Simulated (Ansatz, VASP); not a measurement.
# Two plane-wave programs on W

INCAR

```
SYSTEM = W
PREC = Accurate
ENCUT = 520
EDIFF = 1E-8
ISMEAR = -1
SIGMA = 0.05
LREAL = .False.
LASPH = .True.
NELM = 80
ALGO = Normal
ISIF = 2
LWAVE = .False.
LCHARG = .False.
GGA = PE
LEFG = .True.
NBANDS = 13
```

File KPOINTS:

```
regular mesh
0
Gamma
  14 14 14
  0 0 0
```

File POSCAR:

```
W
1.0
    0.0152250000      2.0300000000      2.0300000000
    2.0300000000      0.0152250000      2.0300000000
    2.0452250000      2.0452250000      0.0000000000
W
1
Direct
    0.0000000000      0.0000000000      0.0000000000
```

Input for Ansatz:

```yaml
crystal:
  lattice:
    - [0.015225, 2.03, 2.03]
    - [2.03, 0.015225, 2.03]
    - [2.045225, 2.045225, 0.0]
  atoms:
    - { symbol: W, position: [0.0, 0.0, 0.0] }
kpoints:
  mp_grid: { grid: [14, 14, 14] }
scf:
  occupations: { method: fermi_dirac, width: 0.05 }
hamiltonian:
  xc: pbe
  pseudopotentials: { kind: paw }
output:
  forces: true
  stress: true
  eigenvalues: true
  efg: { contact_densities: true }
```

Change from the starting cell: xy shear strain of +1.5 %, PAW files.

Alike in both runs: task electric field gradients; functional PBE; k mesh 14 × 14 × 14; occupations fermi-dirac, width 0.05 eV; no spin polarisation.

|  | VASP | Ansatz |
| --- | --- | --- |
| version | VASP 6.6.1 | Ansatz 0.2.0 |
| potentials or method | VASP PAW PBE potentials, release 64 (W_sv) | PAW with Ansatz's default frozen-core files, scalar-relativistic |
| plane-wave cutoff (eV) | 520 | 420 |
| valence electrons in the cell | 14 | 14 |

|  | VASP | Ansatz | Ansatz less VASP |
| --- | --- | --- | --- |
| pressure (GPa) | -4.2 | -4.6 | -0.43 |
| largest component of the traceless stress (GPa) | 2.47 | 2.44 | -0.026 |
| Vzz of the field gradient on the site that differs most (V/Å²) | 4.9 | 7.2 | +2.24 |

With one functional, cell and mesh, what is left measures potentials, basis and numerics. Ansatz warned: «gradients_without_spin_orbit».

The runs have no spin-orbit coupling, so splittings on W are missing.
